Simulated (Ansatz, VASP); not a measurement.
# MgI2: VASP beside Ansatz

INCAR

```
PREC     = Accurate       # precision mode
ENCUT    = 520            # plane-wave cutoff, eV
EDIFF    = 1E-6           # SCF threshold, eV
ISMEAR   = 0              # smearing method
SIGMA    = 0.05           # smearing width, eV
LREAL    = F              # projectors in reciprocal space
LASPH    = T              # aspherical terms in the spheres
NELM     = 80             # most SCF steps
ALGO     = Normal         # electronic algorithm
ISIF     = 2              # what is computed and relaxed
LWAVE    = F              # write WAVECAR
LCHARG   = F              # write CHGCAR
GGA      = PE             # functional
NBANDS   = 15             # bands
```

Contents of KPOINTS:

```
regular mesh
0
Gamma
  6 6 4
```

POSCAR

```
MgI2
1.0
    4.2295124603      0.0000000000      0.0000000000
   -2.1147562301      3.6628652362      0.0000000000
    0.0000000000      0.0000000000      7.8531465561
Mg I
1 2
Direct
    0.0000000000      0.0000000000      0.0000000000
    0.3333333333      0.6666666667      0.7935475476
    0.6666666667      0.3333333333      0.2064524524
```

Input for Ansatz:

```yaml
crystal:
  lattice:
    - [4.2295124603, 0.0, 0.0]
    - [-2.1147562301, 3.6628652362, 0.0]
    - [0.0, 0.0, 7.8531465561]
  atoms:
    - { symbol: Mg, position: [0.0, 0.0, 0.0] }
    - { symbol: I, position: [0.3333333333, 0.6666666667, 0.7935475476] }
    - { symbol: I, position: [0.6666666667, 0.3333333333, 0.2064524524] }
basis:
  ecutwfc: 520.0
kpoints:
  mp_grid: { grid: [6, 6, 4] }
hamiltonian:
  xc: pbe
scf:
  occupations: { method: gaussian, width: 0.05 }
output:
  forces: true
  stress: true
  eigenvalues: true
```

Alike in both runs: task single point; functional PBE; k mesh 6 × 6 × 4; occupations gaussian, width 0.05 eV; no spin polarisation.

|  | VASP | Ansatz |
| --- | --- | --- |
| version | VASP 6.6.1 | Ansatz 0.2.0 |
| potentials or method | VASP PAW PBE potentials, release 64 (Mg, I) | scalar-relativistic, plane waves, PAW |
| plane-wave cutoff (eV) | 520 | 520 |
| valence electrons in the cell | 16 | 44 |

|  | VASP | Ansatz | Ansatz less VASP |
| --- | --- | --- | --- |
| gap on the k mesh at the Fermi level (eV) | 3.71 | 3.72 | +0.017 |
| least direct gap on the mesh (eV) | 3.81 | 3.82 | +0.014 |
| pressure (GPa) | 0.4 | 0.4 | +0.05 |
| largest component of the traceless stress (GPa) | 0.48 | 0.48 | -0.007 |
| rms of the force components (eV/Å) | 0.096 | 0.101 | +0.0047 |

Atom by atom the forces differ by 0.005 eV/Å (rms over components). The two sets of potentials don't hold the same shells in valence.

Caveats: spin-orbit coupling is left out, which moves the levels of the heavy elements; this functional lacks dispersion, which binds the layers, so the pressure and a relaxed spacing across them are unreliable. A k mesh can miss the band edges.
